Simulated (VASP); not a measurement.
The system is MoSe2.

```
Mo Se
1.0
     3.28800    0.00000    0.00000
    -1.64400    2.84749    0.00000
     0.00000    0.00000   12.90000
Mo Se
2 4
Direct
  0.66667 0.33333 0.75000
  0.33333 0.66667 0.25000
  0.66667 0.33333 0.37500
  0.33333 0.66667 0.87500
  0.66667 0.33333 0.12500
  0.33333 0.66667 0.62500
```

Base run:

* Program: VASP 6.6.1
* Functional: revTPSS
* Potentials or basis: VASP PAW PBE potentials, release 64 (Mo_sv, Se)
* Cutoff: 520 eV
* k mesh: 9 × 9 × 2
* Occupations: fermi-dirac, width 0.05 eV
* Spin: no spin polarisation

Its results: band gap on the k mesh 0.86 eV, indirect (least direct gap 1.37 eV); pressure 5.3 GPa; largest force 1.075 eV/Å.

Q: The run is repeated on the same cell with these changes: functional from revTPSS to TPSS. What comes out?

A: Band gap on the k mesh 0.85 eV, indirect (least direct gap 1.38 eV); pressure 7.3 GPa; largest force 1.243 eV/Å.

Caveats: the PAW data sets were made with another functional, which shifts forces and pressure a little; the cell's inner coordinates are idealised or old, which leaves forces on the atoms; this functional lacks dispersion, which binds the layers, so the pressure and a relaxed spacing across them are unreliable.
